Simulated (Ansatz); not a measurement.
## TiO$_{2}$ under strain

Level of theory: DFT PBE+U, scalar-relativistic, plane waves, PAW (Ansatz 0.2.0). Run with 420 eV cutoff, 6×6×10 k-mesh, Gaussian smearing of 0.02 eV, no spin polarisation, U_eff Ti 4.0 eV on d shells.

Reference structure (relaxed):

```
Ti O
1.0
     4.64035    0.00000    0.00000
     0.00000    4.64035    0.00000
     0.00000    0.00000    3.00611
Ti O
2 4
Cartesian
  2.3202 2.3202 0.0000
  0.0000 0.0000 1.5031
  3.2220 3.2220 1.5031
  3.7385 0.9019 0.0000
  0.9019 3.7385 0.0000
  1.4183 1.4183 1.5031
```

Deformation: all cell vectors scaled alike, the atoms relaxed, all within the symmetry that the strain leaves. Energies are extrapolated to zero smearing. Gaps are Kohn–Sham gaps over the whole zone.

```
strain (%)  ΔE (meV/atom) a (Å) b (Å) c (Å) gap (eV)
      -4.5          152.9  4.432  4.432  2.871      2.50
      -3.0           64.4  4.501  4.501  2.916      2.41
      -1.5           15.3  4.571  4.571  2.961      2.34
      +0.0            0.0  4.640  4.640  3.006      2.26
      +1.5           13.6  4.710  4.710  3.051      2.20
      +3.0           51.7  4.780  4.780  3.096      2.15
      +4.5          110.2  4.849  4.849  3.141      2.10
```

(1) What stiffness (1/V) d²E/dε² at zero strain does a cubic fit over all points give?

(2) How fast does the gap move with strain on either side?

Answers

(1) A cubic fit gives (1/V) d²E/dε² = 1931 GPa at zero strain (nine times the bulk modulus at fixed shape).

(2) -48 meV per percent on the compressed side and -42 meV per percent on the stretched side; it is indirect at -1.5 %, indirect at zero and indirect at +1.5 %.